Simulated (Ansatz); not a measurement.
# CaS (Oldhamite): the cost of one run

Computed with Ansatz 0.2.0 (DFT LDA, frozen-core PAW, scalar-relativistic unless said, unless a step's input says otherwise).

The COD entry's cell or inner coordinates are ideal or old and differ from later refinements, so a difference from it is no clean test against experiment.

### 1 The structure to begin with

Symmetry: Fm-3m, No. 225, cubic system. Conventional cell: a = 5.686 Å, b = 5.686 Å, c = 5.686 Å, α = 90.00°, β = 90.00°, γ = 90.00°. Ca (site symmetry m-3m) has 6 S at 2.84 Å as nearest neighbours. S (site symmetry m-3m) has 6 Ca at 2.84 Å as nearest neighbours.

As a file:

```cif
data_structure
_symmetry_space_group_name_H-M 'Fm-3m'
_symmetry_Int_Tables_number 225
_cell_length_a 5.6860
_cell_length_b 5.6860
_cell_length_c 5.6860
_cell_angle_alpha 90.000
_cell_angle_beta 90.000
_cell_angle_gamma 90.000
_cell_volume 183.83
loop_
_atom_site_label
_atom_site_type_symbol
_atom_site_symmetry_multiplicity
_atom_site_Wyckoff_symbol
_atom_site_fract_x
_atom_site_fract_y
_atom_site_fract_z
_atom_site_occupancy
Ca1 Ca 4 a 0.00000 0.00000 0.00000 1
S1 S 4 b 0.50000 0.00000 0.00000 1
```

Cartesian axes are those of the input's lattice vectors. The structure goes back to a database entry.

### 2 Cell and atoms relaxed, PAW

input.yaml reads:

```yaml
crystal:
  lattice:
    - [0.0, 2.843, 2.843]
    - [2.843, 0.0, 2.843]
    - [2.843, 2.843, 0.0]
  atoms:
    - { symbol: Ca, position: [0.0, 0.0, 0.0] }
    - { symbol: S, position: [0.5, 0.5, 0.5] }
kpoints:
  mp_grid: { grid: [12, 12, 12] }
scf:
  occupations: { method: fermi_dirac, width: 0.08 }
hamiltonian:
  xc: lda
  pseudopotentials: { kind: paw }
relax:
  f_tol: 0.002
  max_steps: 80
  cell: {}
output:
  forces: true
  stress: true
```

Started as:

```console
$ ansatz run input.yaml --threads 1 --pin off --max-ram 3072MiB --backend cpu --events-out ev --progress --plain --runs-dir out
```

**Question.** How long does this run take on 1 thread of Arm Neoverse V1, shared host, and how much memory does it need?

About 9.9 s, with a peak of 0.32 GiB.
